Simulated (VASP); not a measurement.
# PbS (Galena): relaxation of cell and atoms with vdW-DF

PbS (Galena):

```
Pb S
1.0
     0.00000    2.96575    2.96575
     2.96575    0.00000    2.96575
     2.96575    2.96575    0.00000
Pb S
1 1
Cartesian
  0.0000 0.0000 0.0000
  2.9657 2.9657 2.9657
```

```json
{
  "Program": "VASP 6.6.1",
  "Task": "relaxation of cell and atoms",
  "Functional": "vdW-DF",
  "Potentials or basis": "VASP PAW PBE potentials, release 64 (Pb_d, S)",
  "Cutoff": "600 eV",
  "k mesh": "8 × 8 × 8",
  "Occupations": "fermi-dirac, width 0.05 eV",
  "Spin": "no spin polarisation",
  "Further INCAR settings": "ALGO = Normal; EDIFF = 1e-07; IBRION = 2; EDIFFG = -0.01; NSW = 40; ISIF = 3"
}
```

```yaml
Relaxed_volume: 28.50 Å³/atom
Relaxed_cell: a = 4.320 Å, b = 4.320 Å, c = 4.320 Å, α = 60.00°, β = 60.00°, γ = 60.00°
Space_group_after_relaxing_to_0.05_Å: Fm-3m (No. 225)
Energy_gained_by_relaxing: 36.2 meV/atom
Ionic_steps: 3
Pressure_after_relaxing: 0.0 GPa
Band_gap_on_the_k_mesh: 0.80 eV, direct
```

Step by step:
| step | energy change (eV) | largest force (eV/Å) | pressure (GPa) | volume (Å³) |
| --- | --- | --- | --- | --- |
| 1 | 0.0000 | 0.0000 | 5.19 | 52.17 |
| 2 | -0.0643 | 0.0000 | -1.40 | 58.82 |
| 3 | -0.0724 | 0.0000 | 0.03 | 56.99 |

Final structure:
```
Pb S
1.0
     0.00000    3.05445    3.05445
     3.05445    0.00000    3.05445
     3.05445    3.05445    0.00000
Pb S
1 1
Direct
  0.00000 0.00000 0.00000
  0.50000 0.50000 0.50000
```

Levels at points of the mesh, in eV from the valence-band top:
```
           k point  band 8  band 9  band 10  band 11  band 12  band 13
(0.00, 0.00, 0.00)   -1.63   -1.63    -1.63     4.99     4.99     4.99
(0.50, 0.00, 0.00)   -1.30   -1.30     0.00     0.80     2.26     2.26
(0.50, 0.50, 0.00)   -4.27   -2.74    -2.74     4.61     5.40     5.41
```

Wall time 3.2 min on 1 thread of Intel(R) Xeon(R) Platinum 8559C (Emerald Rapids) (shared host), peak memory 0.47 GiB.

Caveat: the PAW data sets were made with another functional, which shifts forces and pressure a little; spin-orbit coupling is left out, which as a rule narrows the gap of such compounds by several tenths of an eV. A k mesh can miss the band edges.
